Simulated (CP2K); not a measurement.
The system is AlN.

```
Al N
1.0
     2.87724    0.00000    0.00000
     1.43862    2.49177    0.00000
     1.43862    0.83059    2.34926
Al N
1 1
Direct
  0.50000 0.50000 0.50000
  0.00000 0.00000 0.00000
```

Measurements of this composition are mostly on another form, of space group No. 186.

Base run:

```yaml
Program: CP2K 2026.2
Functional: PBE
Potentials_or_basis: GTH_POTENTIALS Al GTH-PADE-q3, N GTH-PADE-q5; DZVP-MOLOPT-SR-GTH basis
Density_cutoff: 6123 eV
k_mesh: 11 × 11 × 11
Occupations: fermi-dirac, width 0.05 eV
Spin: no spin polarisation
```

Its results: band gap on the k mesh 4.37 eV, indirect (least direct gap 5.46 eV); pressure -10.9 GPa.

Q: The run is repeated on the same cell with these changes: potentials or basis from GTH_POTENTIALS Al GTH-PADE-q3, N GTH-PADE-q5; DZVP-MOLOPT-SR-GTH basis to POTENTIAL_UZH Al GTH-PBE0-q3, N GTH-PBE0-q5; DZVP-MOLOPT-SR-GTH basis; potentials from Al GTH-PADE-q3 of GTH_POTENTIALS, N GTH-PADE-q5 of GTH_POTENTIALS to Al GTH-PBE0-q3 of POTENTIAL_UZH, N GTH-PBE0-q5 of POTENTIAL_UZH. What comes out?

A: Band gap on the k mesh 4.44 eV, indirect (least direct gap 5.35 eV); pressure -2.1 GPa.

Caveats: an odd mesh through Γ misses points on the zone boundary, where band edges often lie; the basis of atomic orbitals isn't converged, which shifts pressures, moduli and gaps; the potentials were made for another functional, which shifts forces and pressure (some runs).
